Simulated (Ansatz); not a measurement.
Crystal: SiO2 (Cristobalite).

```
Si O
1.0
     4.98200    0.00000    0.00000
     0.00000    4.98200    0.00000
     0.00000    0.00000    6.96300
Si O
4 8
Direct
  0.79897 0.20103 0.75000
  0.70103 0.70103 0.50000
  0.20103 0.79897 0.25000
  0.29897 0.29897 0.00000
  0.10347 0.23989 0.82187
  0.26011 0.60347 0.07187
  0.89653 0.76011 0.32187
  0.73989 0.39653 0.57187
  0.60347 0.26011 0.92813
  0.76011 0.89653 0.67813
  0.39653 0.73989 0.42813
  0.23989 0.10347 0.17813
```

| Property | Result |
| --- | --- |
| Program | Ansatz 0.2.0 |
| Task | relaxation of cell and atoms |
| Functional | PBEsol |
| Potentials or basis | Ansatz PAW |
| Cutoff | 420 eV (not typed: the program's choice for these potentials) |
| k mesh | 5 × 5 × 3 |
| Occupations | fermi-dirac, width 0.05 eV |
| Spin | no spin polarisation |

At the start: volume 14.40 Å³/atom.

Task: Where does the relaxation end?

Result: It ends after 7 steps and the volume is 14.75 Å³/atom (+2.4 %); space group P4_12_12 (No. 92, to 0.05 Å).

The path:
| step | energy change (eV) | largest force (eV/Å) | volume (Å³) |
| --- | --- | --- | --- |
| 1 | 0.0000 | 0.3026 | 172.82 |
| 2 | -0.0279 | 0.1703 | 174.86 |
| 3 | -0.0338 | 0.0207 | 176.99 |
| 4 | -0.0363 | 0.0054 | 176.41 |
| 5 | -0.0504 | 0.0055 | 176.41 |
| 6 | -0.0484 | 0.0019 | 177.02 |
| 7 | -0.0505 | 0.0019 | 177.02 |

Final structure:
```
Si O
1.0
     5.02689    0.00000    0.00000
     0.00000    5.02689    0.00000
     0.00000    0.00000    7.00540
Si O
4 8
Direct
  0.79816 0.20184 0.75000
  0.70184 0.70184 0.50000
  0.20184 0.79816 0.25000
  0.29816 0.29816 0.00000
  0.10207 0.23957 0.82158
  0.26043 0.60207 0.07158
  0.89793 0.76043 0.32158
  0.73957 0.39793 0.57158
  0.60207 0.26043 0.92842
  0.76043 0.89793 0.67842
  0.39793 0.73957 0.42842
  0.23957 0.10207 0.17842
```

Caveat: the plane-wave basis is chosen anew once the cell has moved, so the energies of steps on either side of that aren't comparable; the pressure holds a Pulay correction of +0.6 GPa for the finite cutoff; the PAW data sets come from PBE, with cores solved anew for the run's functional, which leaves a small shift of forces and pressure.
